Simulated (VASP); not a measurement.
# NiO (Fm-3m) in VASP: a series of runs

The runs below take NiO through single point, with PBE+U, LDA+U.

Everything below comes from runs of VASP 6.6.1. Logs are shortened: lines on timing, memory, paths and dates and some standing lists are left out, and cuts for length are marked.

### 1 The crystal as given

Symmetry: Fm-3m, No. 225, cubic system. Conventional cell: a = 4.183 Å, b = 4.183 Å, c = 4.183 Å, α = 90.00°, β = 90.00°, γ = 90.00°. Ni (site symmetry m-3m) has 6 O at 2.09 Å as nearest neighbours. O (site symmetry m-3m) is surrounded by 6 Ni at 2.09 Å.

### 2 Single point, PBE+U, collinear spin, ferromagnetic start

INCAR reads:

```
SYSTEM = NiO
  ALGO = Normal
  EDIFF = 1E-6
  ENCUT = 520
  GGA = PE
  ISIF = 2
  ISMEAR = 0
  ISPIN = 2
  LASPH = .True.
  LCHARG = .False.
  LDAU = .True.
  LDAUJ = 0 0
  LDAUL = 2 -1
  LDAUPRINT = 1
  LDAUTYPE = 2
  LDAUU = 7 0
  LMAXMIX = 4
  LORBIT = 11
  LREAL = .False.
  LWAVE = .False.
  MAGMOM = 1 0
  NBANDS = 19
  NELM = 100
  NUPDOWN = 1
  PREC = Accurate
  SIGMA = 0.05
```

KPOINTS reads:

```
k-points
0
Gamma
  8 8 8
  0 0 0
```

POSCAR reads:

```
NiO
1.0
    0.0000000000      2.0913095100      2.0913095100
    2.0913095100      0.0000000000      2.0913095100
    2.0913095100      2.0913095100      0.0000000000
Ni O
1 1
Direct
    0.0000000000      0.0000000000      0.0000000000
    0.5000000000      0.5000000000      0.5000000000
```

Potentials or basis: VASP PAW PBE potentials, release 64 (Ni, O).

On the command line:

```
cat potpaw_PBE.64/Ni/POTCAR potpaw_PBE.64/O/POTCAR > POTCAR
mpirun -np 1 vasp_std > vasp.out
```

OUTCAR:

```text
SYSTEM = NiO
   EDIFF = 1E-6
   ENCUT = 520
   GGA = PE
   ISIF = 2
   ISMEAR = 0
   ISPIN = 2
   LASPH = .True.
   LORBIT = 11
   LREAL = .False.
   NELM = 100
   NUPDOWN = 1
   PREC = Accurate

 ion  position               nearest neighbor table
   1  0.000  0.000  0.000-   2 2.09   2 2.09   2 2.09   2 2.09   2 2.09   2 2.09
   2  0.500  0.500  0.500-   1 2.09   1 2.09   1 2.09   1 2.09   1 2.09   1 2.09

  LATTYP: Found a face centered cubic cell.
 ALAT       =     4.1826190200

  Lattice vectors:

 A1 = (   0.0000000000,   2.0913095100,   2.0913095100)
 A2 = (   2.0913095100,   0.0000000000,   2.0913095100)
 A3 = (   2.0913095100,   2.0913095100,   0.0000000000)

Analysis of symmetry for initial positions (statically):
=====================================================================
 Subroutine PRICEL returns:
 Original cell was already a primitive cell.

 Routine SETGRP: Setting up the symmetry group for a
 face centered cubic supercell.

 Subroutine GETGRP returns: Found 48 space group operations
 (whereof 48 operations were pure point group operations)
 out of a pool of 48 trial point group operations.

The static configuration has the point symmetry O_h .

Analysis of symmetry for dynamics (positions and initial velocities):
=====================================================================
 Subroutine PRICEL returns:
 Original cell was already a primitive cell.

 Routine SETGRP: Setting up the symmetry group for a
 face centered cubic supercell.

 Subroutine GETGRP returns: Found 48 space group operations
 (whereof 48 operations were pure point group operations)
 out of a pool of 48 trial point group operations.

The dynamic configuration has the point symmetry O_h .

Analysis of structural, dynamic, and magnetic symmetry:
=====================================================================
 Subroutine PRICEL returns:
[... 175 lines left out ...]
  o =  0.3688  v =  0.0000  0.0000  0.0000  0.0000  0.0000  0.0000 -0.0000  0.0755  0.0000  0.9971      0.0000  0.0000  0.0000  0.0000  0.0000  0.0000  0.0000  0.0000  0.0000  0.0000
  o =  0.9328  v =  0.0000 -0.0000  0.9999  0.0000 -0.0107  0.0000  0.0000  0.0000  0.0000  0.0000      0.0000  0.0000  0.0000  0.0000  0.0000  0.0000  0.0000  0.0000  0.0000  0.0000
  o =  0.9328  v =  0.0000 -0.0000 -0.0107 -0.0000 -0.9999  0.0000  0.0000  0.0000  0.0000  0.0000      0.0000  0.0000  0.0000  0.0000  0.0000  0.0000  0.0000  0.0000  0.0000  0.0000
  o =  0.9805  v =  1.0000  0.0000  0.0000  0.0000  0.0000  0.0000  0.0000  0.0000  0.0000  0.0000      0.0000  0.0000  0.0000  0.0000  0.0000  0.0000  0.0000  0.0000  0.0000  0.0000
  o =  0.9805  v =  0.0000  0.9365 -0.0000  0.3507 -0.0000  0.0000  0.0000  0.0000  0.0000  0.0000      0.0000  0.0000  0.0000  0.0000  0.0000  0.0000  0.0000  0.0000  0.0000  0.0000
  o =  0.9805  v =  0.0000  0.3507  0.0000 -0.9365  0.0000  0.0000  0.0000  0.0000  0.0000  0.0000      0.0000  0.0000  0.0000  0.0000  0.0000  0.0000  0.0000  0.0000  0.0000  0.0000
  o =  0.9816  v =  0.0000  0.0000  0.0000  0.0000  0.0000  0.0000  0.7128 -0.0000 -0.7014  0.0000      0.0000  0.0000  0.0000  0.0000  0.0000  0.0000  0.0000  0.0000  0.0000  0.0000
  o =  0.9816  v =  0.0000  0.0000  0.0000  0.0000  0.0000  0.0000  0.7014 -0.0000  0.7128 -0.0000      0.0000  0.0000  0.0000  0.0000  0.0000  0.0000  0.0000  0.0000  0.0000  0.0000
  o =  0.9816  v =  0.0000  0.0000  0.0000  0.0000  0.0000  1.0000  0.0000  0.0000  0.0000  0.0000      0.0000  0.0000  0.0000  0.0000  0.0000  0.0000  0.0000  0.0000  0.0000  0.0000

 number of electron      16.0000005 magnetization       1.0000000

 Free energy of the ion-electron system (eV)
  ---------------------------------------------------
  ext. energy  EPLUGINS =         0.00000000
  ---------------------------------------------------
  free energy    TOTEN  =        -8.44244434 eV

  energy without entropy =       -8.43997604  energy(sigma->0) =       -8.44121019

 E-fermi :   9.1890     XC(G=0): -12.5951

 val. band max:        9.1816310646   @ k =  -0.2500   0.3750   0.1250
 cond. band min:       6.3931328145   @ k =  -0.3750   0.2500   0.1250
 fundamental gap:     -2.7884982501
 Fermi energy:         6.3399646328

 spin component 1

 k-point     1 :       0.0000    0.0000    0.0000
  band No.  band energies     occupation
      1     -12.5114      1.00000
      2       2.5448      1.00000
      3       2.5448      1.00000
      4       2.5954      1.00000
      5       2.5955      1.00000
      6       2.5955      1.00000
[... 1049 lines left out ...]
     18      38.5597      0.00000
     19      39.5153      0.00000

 [... further k-points ...]

------------------------ aborting loop because EDIFF is reached ----------------------------------------

  FORCE on cell =-STRESS in cart. coord.  units (eV):
  Direction    XX          YY          ZZ          XY          YZ          ZX
  --------------------------------------------------------------------------------------
  -------------------------------------------------------------------------------------
  Total       -0.6509368     -0.6509368     -0.6509368      0.0000000      0.0000000     -0.0000000
  in kB      -57.0117647    -57.0117647    -57.0117647      0.0000000      0.0000000     -0.0000000
  external PRESSURE =     -57.0117647 kB  Pullay stress =       0.0000000 kB

 VOLUME and BASIS-vectors are now :
 -----------------------------------------------------------------------------
  energy-cutoff  :      520.00
  volume of cell :       18.29
      direct lattice vectors                 reciprocal lattice vectors
     0.000000000  2.091309510  2.091309510    -0.239084649  0.239084649  0.239084649
     2.091309510  0.000000000  2.091309510     0.239084649 -0.239084649  0.239084649
     2.091309510  2.091309510  0.000000000     0.239084649  0.239084649 -0.239084649

 POSITION                                       TOTAL-FORCE (eV/Angst)
 -----------------------------------------------------------------------------------
      0.00000      0.00000      0.00000         0.000000     -0.000000      0.000000
      2.09131      2.09131      2.09131        -0.000000      0.000000     -0.000000
 -----------------------------------------------------------------------------------
    total drift:                                0.000000     -0.000000     -0.000000

  FREE ENERGIE OF THE ION-ELECTRON SYSTEM (eV)
  ---------------------------------------------------
  free  energy   TOTEN  =        -8.4424443431 eV

  energy  without entropy=       -8.4399760439  energy(sigma->0) =       -8.44121019

 total charge

# of ion       s       p       d       tot
------------------------------------------
    1        0.320   0.385   8.459   9.164
    2        1.565   3.380   0.000   4.945
--------------------------------------------------
tot          1.884   3.765   8.459  14.109

 magnetization (x)

# of ion       s       p       d       tot
------------------------------------------
    1        0.011   0.011   1.123   1.145
    2        0.009  -0.118   0.000  -0.109
--------------------------------------------------
tot          0.020  -0.107   1.123   1.035
```

OSZICAR:

```text
N       E                     dE             d eps       ncg     rms          rms(c)
DAV:   1     0.899937216934E+02    0.89994E+02   -0.69849E+03  2327   0.104E+03
DAV:   2    -0.258841734886E+01   -0.92582E+02   -0.82001E+02  2292   0.240E+02
DAV:   3    -0.830486106325E+01   -0.57164E+01   -0.54748E+01  2511   0.594E+01
DAV:   4    -0.835509732994E+01   -0.50236E-01   -0.50201E-01  2431   0.557E+00
DAV:   5    -0.835566457810E+01   -0.56725E-03   -0.56722E-03  2461   0.566E-01    0.133E+01
DAV:   6    -0.865602376891E+01   -0.30036E+00   -0.56017E+00  2413   0.538E+01    0.126E+01
DAV:   7    -0.825011005758E+01    0.40591E+00   -0.15440E+00  2479   0.337E+01    0.564E+00
DAV:   8    -0.839592676075E+01   -0.14582E+00   -0.13895E-01  2457   0.613E+00    0.309E+00
DAV:   9    -0.843680959794E+01   -0.40883E-01   -0.36146E-02  2729   0.326E+00    0.491E-01
DAV:  10    -0.844157279290E+01   -0.47632E-02   -0.10509E-02  2481   0.107E+00    0.172E-01
DAV:  11    -0.844224392361E+01   -0.67113E-03   -0.13745E-03  2541   0.368E-01    0.100E-01
DAV:  12    -0.844241593444E+01   -0.17201E-03   -0.25892E-04  2687   0.269E-01    0.311E-02
DAV:  13    -0.844244328399E+01   -0.27350E-04   -0.66791E-05  2545   0.880E-02    0.532E-03
DAV:  14    -0.844244434103E+01   -0.10570E-05   -0.47222E-06  2223   0.195E-02    0.315E-03
DAV:  15    -0.844244434308E+01   -0.20459E-08   -0.27728E-07  1219   0.548E-03
   1 F= -.84424443E+01 E0= -.84412102E+01  d E =-.246830E-02  mag=     1.0000
```

Wall time 19 s (1 thread of Intel Xeon Platinum 8375C at 2.90GHz (Ice Lake), shared host); peak memory 0.15 GiB.

What came out:

```
Free energy                                           : -8.4424 eV
Pressure                                              : -5.7 GPa
Net moment                                            : 1.00 μB per cell
Site moments                                          : Ni +1.15; O -0.11 μB
Valence electrons inside the program's atomic spheres : Ni 9.16; O 4.95
```

Eigenvalues of the final occupation matrices:
```csv
site,spin,trace,eigenvalues
site 1 d,1,4.81,0.93 0.93 0.98 0.98 0.98
site 1 d,2,3.68,0.37 0.37 0.98 0.98 0.98
```

Caveat: the total moment is fixed, so each spin has its own Fermi level; a cell with one magnetic atom can't hold antiferromagnetic order, which such compounds often take.

### 3 Single point, PBE+U, non-collinear spin, random start, spin-orbit coupling

INCAR reads:

```
SYSTEM = NiO
PREC = Accurate
ENCUT = 520
EDIFF = 1E-6
ISMEAR = 0
SIGMA = 0.05
LREAL = .FALSE.
LASPH = .TRUE.
NELM = 150
ALGO = Fast
ISIF = 2
LWAVE = .FALSE.
LCHARG = .FALSE.
MAGMOM = -0.344 0.39 -0.685 0 0 0
LORBIT = 11
LSORBIT = .TRUE.
GGA_COMPAT = .FALSE.
LORBMOM = .TRUE.
LMAXMIX = 4
LDAU = .TRUE.
LDAUTYPE = 2
LDAUL = 2 -1
LDAUU = 7 0
LDAUJ = 0 0
LDAUPRINT = 1
GGA = PE
NBANDS = 28
```

KPOINTS reads:

```
Automatic mesh
0
G
  8 8 8
  0 0 0
```

POSCAR is that of step 2.

Potentials or basis: VASP PAW PBE potentials, release 64 (Ni, O).

On the command line:

```
cat potpaw_PBE.64/Ni/POTCAR potpaw_PBE.64/O/POTCAR > POTCAR
mpirun -np 1 vasp_ncl > vasp.out
```

Run time: 11 min. Hardware: 1 thread of Intel Xeon Platinum 8375C at 2.90GHz (Ice Lake), shared host; peak memory 0.34 GiB.

Results (log left out):

- Free energy: -10.0797 eV
- Pressure: 1.0 GPa
- Net moment: 2.00 μB per cell
- Valence electrons inside the program's atomic spheres: Ni 9.00; O 5.03

Moments on the atoms (μB; x, y, z):
```
Ni  -0.74  0.84 -1.47
O   -0.06  0.07 -0.12
```

Caveat: a cell with one magnetic atom can't hold antiferromagnetic order, which such compounds often take. The state reached can hang on the start; a lower one may exist.

### 4 Single point, LDA+U, collinear spin, ferromagnetic start

INCAR reads:

```
SYSTEM = NiO
PREC     = Accurate       ! precision mode
ENCUT    = 520            ! plane-wave cutoff, eV
EDIFF    = 1E-7           ! SCF threshold, eV
ISMEAR   = 0              ! smearing method
SIGMA    = 0.05           ! smearing width, eV
LREAL    = .FALSE.        ! projectors in reciprocal space
LASPH    = .TRUE.         ! aspherical terms in the spheres
NELM     = 150            ! most SCF steps
ALGO     = Normal         ! electronic algorithm
ISIF     = 2              ! what is computed and relaxed
LWAVE    = .FALSE.        ! write WAVECAR
LCHARG   = .TRUE.         ! write CHGCAR
ISPIN    = 2              ! spin polarisation
MAGMOM   = 1 0            ! initial moments
LORBIT   = 11             ! projections on sites
LMAXMIX  = 4              ! l up to which the mixer works
LDAU     = .TRUE.         ! DFT+U
LDAUTYPE = 2            
LDAUL    = 2 -1           ! shell
LDAUU    = 8 0            ! U, eV
LDAUJ    = 0 0          
LDAUPRINT= 1            
LELF     = .TRUE.         ! ELF
LVHAR    = .TRUE.       
NBANDS   = 19             ! bands
```

KPOINTS reads:

```
regular mesh
0
G
  8 8 8
  0 0 0
```

POSCAR is that of step 3.

Potentials or basis: VASP PAW LDA potentials, release 64 (Ni, O).

On the command line:

```
cat potpaw_LDA.64/Ni/POTCAR potpaw_LDA.64/O/POTCAR > POTCAR
mpirun -np 1 vasp_std > vasp.out
```

It took 16 s on 1 thread of Intel Xeon Platinum 8375C at 2.90GHz (Ice Lake), shared host; peak memory 0.14 GiB.

Results (log left out):

```
Free energy                                           : -11.3741 eV
Pressure                                              : -19.7 GPa
Band gap on the k mesh                                : 2.75 eV, indirect (least direct gap 3.47 eV)
Net moment                                            : 2.00 μB per cell
Site moments                                          : Ni +1.84; O +0.16 μB
Valence electrons inside the program's atomic spheres : Ni 9.05; O 4.99
```

Levels at points of the mesh, in eV from the valence-band top:
Spin up:
| k point | band 6 | band 7 | band 8 | band 9 | band 10 | band 11 | band 12 | band 13 |
| --- | --- | --- | --- | --- | --- | --- | --- | --- |
| (0.00, 0.00, 0.00) | -5.70 | -1.14 | -1.14 | -1.14 | 2.99 | 17.18 | 17.18 | 17.18 |
| (0.50, 0.00, 0.00) | -5.20 | -3.46 | 0.00 | 0.00 | 6.89 | 11.20 | 15.03 | 15.03 |
| (0.50, 0.50, 0.00) | -4.89 | -4.89 | -2.53 | -2.53 | 7.15 | 10.99 | 12.02 | 17.75 |
Spin down:
| k point | band 3 | band 4 | band 5 | band 6 | band 7 | band 8 | band 9 | band 10 | band 11 | band 12 |
| --- | --- | --- | --- | --- | --- | --- | --- | --- | --- | --- |
| (0.00, 0.00, 0.00) | -4.53 | -4.53 | -0.82 | -0.82 | -0.82 | 2.75 | 2.75 | 3.33 | 17.57 | 17.57 |
| (0.50, 0.00, 0.00) | -4.39 | -4.39 | -2.49 | -1.88 | -1.88 | 5.08 | 5.08 | 7.10 | 11.63 | 15.41 |
| (0.50, 0.50, 0.00) | -5.03 | -3.62 | -3.62 | -2.22 | -2.22 | 3.19 | 3.67 | 7.72 | 11.41 | 12.30 |

Eigenvalues of the final occupation matrices:
```tsv
site	spin	trace	eigenvalues
site 1 d	1	5.07	0.99 0.99 0.99 1.05 1.05
site 1 d	2	3.24	0.14 0.14 0.99 0.99 0.99
```

Caveat: a cell with one magnetic atom can't hold antiferromagnetic order, which such compounds often take. A k mesh can miss the band edges.

### 5 For comparison

An earlier run on the cell as given: functional PBE; potentials or basis VASP PAW PBE potentials, release 64 (Ni, O); cutoff 520 eV; k mesh 11 × 11 × 11; occupations fermi-dirac, width 0.05 eV; collinear spin, ferromagnetic start; starting moments [1.0, 0.0] μB.

- Pressure: 3.7 GPa
- Band gap on the k mesh: none (metal or under the smearing width)
- Net moment: 1.70 μB per cell
- Site moments: Ni +1.40; O +0.26 μB
- Valence electrons inside the program's atomic spheres: Ni 8.98; O 4.98

### 6 Overview

| level | potentials or basis | spin | U | fixed moment (μB) | k mesh | smearing | gap on the mesh (eV) | pressure (GPa) | moment (μB) |
| --- | --- | --- | --- | --- | --- | --- | --- | --- | --- |
| PBE+U | VASP PAW PBE potentials, release 64 (Ni, O) | collinear, ferromagnetic start | Ni d U = 7 eV | 1 | 8 × 8 × 8 | gaussian 0.05 eV | - | -5.7 | 1.00 |
| PBE+U | VASP PAW PBE potentials, release 64 (Ni, O) | non-collinear, random start, SOC | Ni d U = 7 eV | - | 8 × 8 × 8 | gaussian 0.05 eV | - | 1.0 | 2.00 |
| LDA+U | VASP PAW LDA potentials, release 64 (Ni, O) | collinear, ferromagnetic start | Ni d U = 8 eV | - | 8 × 8 × 8 | gaussian 0.05 eV | 2.75 | -19.7 | 2.00 |
| PBE | VASP PAW PBE potentials, release 64 (Ni, O) | collinear, ferromagnetic start | - | - | 11 × 11 × 11 | fermi-dirac 0.05 eV | none | 3.7 | 1.70 |

Alike in all rows: task single point; cell as given; cutoff (eV) 520.

Caveats: a cell with one magnetic atom can't hold antiferromagnetic order, which such compounds often take; the total moment is fixed, so each spin has its own Fermi level (some runs); semilocal functionals often make such compounds metallic where correlation or magnetic order opens a gap, which also shifts bond lengths (some runs).

Total energies depend on the potentials used, so only differences within one code and one set of settings carry meaning.
